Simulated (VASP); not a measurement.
Set up this calculation in VASP 6.6.1, as the native input.

| Item | Value |
| --- | --- |
| Task | single point |
| Functional | PBE |
| Potentials or basis | VASP PAW PBE potentials, release 64 (O) |
| Cutoff | 520 eV |
| k mesh | 12 × 12 × 12 |
| Occupations | fermi-dirac, width 0.05 eV |
| Spin | no spin polarisation |
| Further INCAR settings | ALGO = Normal; EDIFF = 1e-07; NBANDS = 13 |

The structure of O lies in POSCAR:

```
O
1.0
    0.0000000000      1.8898850000      3.8988370000
    1.5017730000      0.0000000000      3.8988370000
    1.5017730000      1.8898850000      0.0000000000
O
2
Direct
    0.5890700000      0.5803690000      0.3923690000
    0.4313240000      0.4033330000      0.5824200000
```

The cell isn't the ideal one: atoms moved at random, drawn with an rms of 0.05 Å.

These files were run (other wordings do the same):

INCAR

```
  PREC = Accurate
  ENCUT = 520
  EDIFF = 1E-7
  ISMEAR = -1
  SIGMA = 0.05
  LREAL = False
  LASPH = True
  NELM = 100
  ALGO = Normal
  ISIF = 2
  LWAVE = False
  LCHARG = False
  GGA = PE
  NBANDS = 13
```

KPOINTS

```
Automatic mesh
0
Gamma
  12 12 12
```

Potentials or basis: VASP PAW PBE potentials, release 64 (O).

Launch:

```console
$ cat potpaw_PBE.64/O/POTCAR > POTCAR
$ mpirun -np 1 vasp_std > vasp.out
```

It gave:

The pressure is -11.6 GPa, the largest force is 4.267 eV/Å and the band gap on the k mesh is none (metal or under the smearing width).

Caveat: spin is off for a triplet molecule.

Run time: 4.6 min on 1 thread of AMD EPYC 7R13 Processor (Zen 3), on a shared host, peak memory 0.26 GiB.
